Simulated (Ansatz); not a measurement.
Runs of Ansatz 0.2.0 on Ni. Symmetry: Fm-3m, No. 225, cubic system. The conventional cell has a = 3.475 Å, b = 3.475 Å, c = 3.475 Å, α = 90.00°, β = 90.00°, γ = 90.00°. Ni (site symmetry m-3m) has 12 Ni at 2.46 Å as nearest neighbours. 

| task | level | cell | k mesh | cutoff (eV) | basis error allowed | gap on the mesh (eV) | pressure (GPa) | moment (μB) |
| --- | --- | --- | --- | --- | --- | --- | --- | --- |
| band structure | BLYP | as given | 13 × 13 × 13 | 320 | 0.001 eV/atom | - | (b) | 0.62 |
| elastic constants | PBEsol | as given | 10 × 10 × 10 | 343 | 0.001 eV/atom | none | (a) | 0.72 |
| single point | PBEsol | cell strained at random at fixed volume | 13 × 13 × 13 | 327 | 0.001 eV/atom | none | -2.3 | 0.63 |
| single point | PBEsol | as given | 13 × 13 × 13 | 320 | 0.001 eV/atom | none | -2.4 | 0.63 |

Alike in all rows: potentials or basis all-electron LAPW, scalar-relativistic; spin collinear, ferromagnetic start; smearing fermi-dirac 0.05 eV.

Question: Fill in the values left out.

Answer: (a) -1.7; (b) 18.1.

Caveats: so large a pressure means that the cell lies far from this level's equilibrium, or that cutoff or potentials fall short (some runs); the k mesh is thin for a metal, which can move the energy by tens of meV per atom (some runs); a metal's response needs a denser mesh (some runs); elastic constants of metals need much finer meshes, so these are rough (some runs).

A gap of «none» marks a metal or a gap under the smearing width.

Runs at the PBE level aren't shown here.
